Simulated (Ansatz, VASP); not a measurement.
Two plane-wave programs on Y

Contents of INCAR:

```
  PREC = Accurate
  ENCUT = 520
  EDIFF = 1E-6
  ISMEAR = 0
  SIGMA = 0.1
  LREAL = F
  LASPH = T
  NELM = 80
  ALGO = Normal
  ISIF = 2
  LWAVE = F
  LCHARG = T
  LELF = T
  LVHAR = T
  NBANDS = 18
```

File KPOINTS:

```
regular mesh
0
Gamma
  6 6 4
```

POSCAR

```
Y
1.0
    3.6425693900      0.0000000000      0.0000000000
   -1.8212847000      3.1545576300      0.0000000000
    0.0000000000      0.0000000000      5.8791583500
Y
2
Direct
    0.3333333300      0.6666666700      0.2500000000
    0.6666666700      0.3333333300      0.7500000000
```

Input for Ansatz:

```yaml
crystal:
  lattice:
    - [3.64256939, 0.0, 0.0]
    - [-1.8212847, 3.15455763, 0.0]
    - [0.0, 0.0, 5.87915835]
  atoms:
    - { symbol: "Y", position: [0.33333333, 0.66666667, 0.25] }
    - { symbol: "Y", position: [0.66666667, 0.33333333, 0.75] }
basis:
  ecutwfc: 420
kpoints:
  mp_grid: { grid: [6, 6, 4] }
hamiltonian:
  xc: lda
  pseudopotentials: { kind: paw, azcp: { folder: soft_1 } }
scf:
  occupations: { method: gaussian, width: 0.1 }
output:
  forces: true
  stress: true
  eigenvalues: true
```

Alike in both runs: task single point; functional LDA; k mesh 6 × 6 × 4; occupations gaussian, width 0.1 eV; no spin polarisation.

```csv
,VASP,Ansatz
version,VASP 6.6.1,Ansatz 0.2.0
potentials or method,"VASP PAW LDA potentials, release 64 (Y_sv)","scalar-relativistic, plane waves, PAW"
plane-wave cutoff (eV),520,420
valence electrons in the cell,22,22
```

|  | VASP | Ansatz | Ansatz less VASP |
| --- | --- | --- | --- |
| gap on the k mesh at the Fermi level (eV) | none | none | - |
| pressure (GPa) | -4.5 | -4.5 | +0.07 |
| largest component of the traceless stress (GPa) | 1.59 | 1.61 | +0.019 |

A gap of «none» marks a metal or a gap that the smearing closes. Ansatz warned: «pseudo_functional_mismatch».
